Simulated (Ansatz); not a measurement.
# ZrB2: pressure against volume per atom

Periodic Kohn-Sham DFT of a crystal at fixed atoms; pressure and stress are positive in compression; the energy is the free energy less that of spherical unpolarised free atoms; site moments are those in the method's own spheres, positive along +z. The results are calculated, by Ansatz 0.2.0.

Cell of the first row (space group P6/mmm, No. 191):
```
CELL_PARAMETERS angstrom
3.10040 0.00000 0.00000
-1.55020 2.68500 0.00000
0.00000 0.00000 3.44810
ATOMIC_POSITIONS crystal
Zr 0.00000 0.00000 0.00000
B 0.33333 0.66667 0.50000
B 0.66667 0.33333 0.50000
```

Settings of every row: method all-electron PAW; functional PBE; relativity scalar; k mesh 12x12x9; filling fermi-dirac; smearing width 0.05 eV; nucleus gaussian.

Atom start moment: 0 on all atoms.

```csv
row,volume per atom (Å³),pressure (GPa)
1,9.568,19.772
2,9.772,13.419
3,9.975,7.659
4,10.077,4.983
5,10.179,2.434
6,10.281,0.007
7,10.382,?
8,10.586,-6.608
9,10.79,-10.513
```

Question: what pressure should row 7 give?

Worked fit of pressure. Take u = (V_r/V)^(2/3) − 1 with V_r = 10.128 Å³ an atom, which is twice the finite (Eulerian) strain; such expansions in the strain, on which the Birch-Murnaghan equation of state is built, carry the rest volume and the bulk modulus. The shown rows have u = 0.03865, 0.02414, 0.0102, 0.00337, -0.00334, -0.00995, -0.02906, -0.04133. Least squares give pressure = 3.6942 + 380.951 × u + 903.81 × u² GPa; a straight line predicts inner rows, each left out in turn, worse (root mean square 0.48 against 0.012 GPa). The rows lie off it by 0.004, 0.002, -0.015, -0.005, 0.002, 0.014, 0.005, -0.006 (root mean square 0.0081 GPa). The pressure vanishes at u = -0.0099, or V = 10.28 Å³ an atom, and there the bulk modulus at fixed shape and fractions is B = −V dP/dV = (2/3)(1 + u) dP/du = 240 GPa. Letting shape and atoms relax would as a rule lower it, by much in layered, chain or molecular crystals. The withheld row has u = -0.01638, so the fit gives 3.6942 + 380.951 × (-0.01638) + 903.81 × (-0.01638)² = -2.303 GPa.

The calculation gave -2.306 GPa. The fit lies 0.003 GPa (0.0099 % of the column's range) above it; its largest miss of a shown row is 0.015 GPa.
